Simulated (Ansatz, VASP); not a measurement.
Sn3Se in VASP and in Ansatz

Contents of INCAR:

```
  PREC = Accurate
  ENCUT = 520
  EDIFF = 1E-6
  ISMEAR = -1
  SIGMA = 0.1
  LREAL = F
  LASPH = T
  NELM = 60
  ALGO = Normal
  ISIF = 2
  LWAVE = F
  LCHARG = F
  GGA = PE
  NBANDS = 32
```

File KPOINTS:

```
regular mesh
0
Gamma
  5 5 5
```

The input POSCAR:

```
Sn3Se
1.0
    4.8650994192      0.0000000000      0.0000000000
    0.0000000000      4.8650994192      0.0000000000
    0.0000000000      0.0000000000      4.8650994192
Sn Se
3 1
Direct
    0.0000000000      0.5000000000      0.5000000000
    0.5000000000      0.0000000000      0.5000000000
    0.5000000000      0.5000000000      0.0000000000
    0.0000000000      0.0000000000      0.0000000000
```

Input for Ansatz:

```yaml
crystal:
  lattice:
    - [4.865099419230809, 0.0, 0.0]
    - [0.0, 4.865099419230809, 0.0]
    - [0.0, 0.0, 4.865099419230809]
  atoms:
    - { symbol: Sn, position: [0.0, 0.5, 0.5] }
    - { symbol: Sn, position: [0.5, 0.0, 0.5] }
    - { symbol: Sn, position: [0.5, 0.5, 0.0] }
    - { symbol: Se, position: [0.0, 0.0, 0.0] }
basis:
  ecutwfc: 450.0
kpoints:
  mp_grid:
    grid: [5, 5, 5]
hamiltonian:
  xc: pbe
scf:
  occupations:
    method: fermi_dirac
    width: 0.1
output:
  stress: true
```

The cell comes from a database or a generator and needn't be the stable form of this composition.

Alike in both runs: task single point; functional PBE; k mesh 5 × 5 × 5; occupations fermi-dirac, width 0.1 eV; no spin polarisation.

|  | VASP | Ansatz |
| --- | --- | --- |
| version | VASP 6.6.1 | Ansatz 0.2.0 |
| potentials or method | VASP PAW PBE potentials, release 64 (Sn_d, Se) | plane waves, PAW |
| plane-wave cutoff (eV) | 520 | 450 |
| valence electrons in the cell | 48 | 58 |

|  | VASP | Ansatz | Ansatz less VASP |
| --- | --- | --- | --- |
| pressure (GPa) | -2.8 | -2.8 | +0.04 |

The functional is the same, so the differences come from potentials, cutoffs and numerics. The two sets of potentials don't hold the same shells in valence.
